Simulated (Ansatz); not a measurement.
Set up this calculation in Ansatz 0.2.0, as the native input.

* Task: single point
* Functional: PBE
* Potentials or basis: Ansatz PAW
* Cutoff: 420 eV (not typed: the program's choice for these potentials)
* k mesh: 12 × 12 × 12
* Occupations: gaussian, width 0.026 eV
* Spin: no spin polarisation

Crystal: Pd.

```xyz
1
Lattice="-1.5723 1.5723 1.5723 1.5723 -1.5723 1.5723 1.5723 1.5723 -1.5723" Properties=species:S:1:pos:R:3 pbc="T T T"
Pd    0.0000    0.0000    0.0000
```

This isn't the form of Pd at room conditions, which is fcc.

One way to write it, as run:

input.yaml

```yaml
crystal:
  lattice:
    - [-1.572281, 1.572281, 1.572281]
    - [1.572281, -1.572281, 1.572281]
    - [1.572281, 1.572281, -1.572281]
  atoms:
    - { symbol: Pd, position: [0.0, 0.0, 0.0] }
hamiltonian:
  xc: pbe
  pseudopotentials: { kind: paw }
kpoints:
  mp_grid: { grid: [12, 12, 12] }
scf:
  occupations: { method: gaussian, width: 0.026 }
output:
  forces: true
  stress: true
  eigenvalues: true
```

Potentials or basis: Ansatz PAW.

Command:

```sh
$ ansatz run input.yaml --threads 2 --pin off --max-ram 5632MiB --backend cpu --events-out ev --progress --plain --runs-dir out
```

It gave:

| Quantity | Value |
| --- | --- |
| Pressure | -1.2 GPa |
| Band gap on the k mesh | none (metal or under the smearing width) |

Wall time 0.51 s on 2 threads of Arm Neoverse V2, on a shared host, peak memory 0.26 GiB.
